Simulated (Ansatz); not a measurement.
Al2Cu under changes of volume

One of the cells (15.671 Å³/atom); the others are scaled copies at fixed shape and fractional positions:

```
Cu Al
1.0
    -2.03034    2.03034    2.85109
     2.03034   -2.03034    2.85109
     2.03034    2.03034   -2.85109
Cu Al
1 2
Direct
  0.50000 0.50000 0.00000
  0.25000 0.75000 0.50000
  0.75000 0.25000 0.50000
```

The cell comes from a database or a generator and needn't be the stable form of this composition.

```yaml
Program: Ansatz 0.2.0
Functional: PBE
Potentials_or_basis: Ansatz PAW
Cutoff: "420 eV (not typed: the program's choice for these potentials)"
k_mesh: 9 × 9 × 9
Occupations: fermi-dirac, width 0.05 eV
Spin: no spin polarisation
```

```csv
volume (Å³/atom),energy over the lowest point (meV/atom),pressure (GPa)
14.730,42.36,10.6
15.044,24.39,7.8
15.357,11.68,5.2
15.671,3.72,2.9
15.984,0.00,0.9
16.297,?,?
16.611,3.65,-2.6
```

Q: What does the run at 16.297 Å³/atom give?

A: Energy over the lowest point 0.11 meV/atom; pressure -1.0 GPa.

Worked out: A Birch-Murnaghan fit of order 3 (a polynomial in V^(-2/3)) to the other rows has its minimum at 16.13 Å³/atom with B0 = V·E''(V) = 96 GPa and B' = 4.4 at fixed shape and positions, which overstates the stiffness. It gives 0.10 meV/atom at 16.297 Å³/atom, against the run's 0.11, and -dE/dV = -1.0 GPa, against -1.0.

Energies are extrapolated to zero smearing.
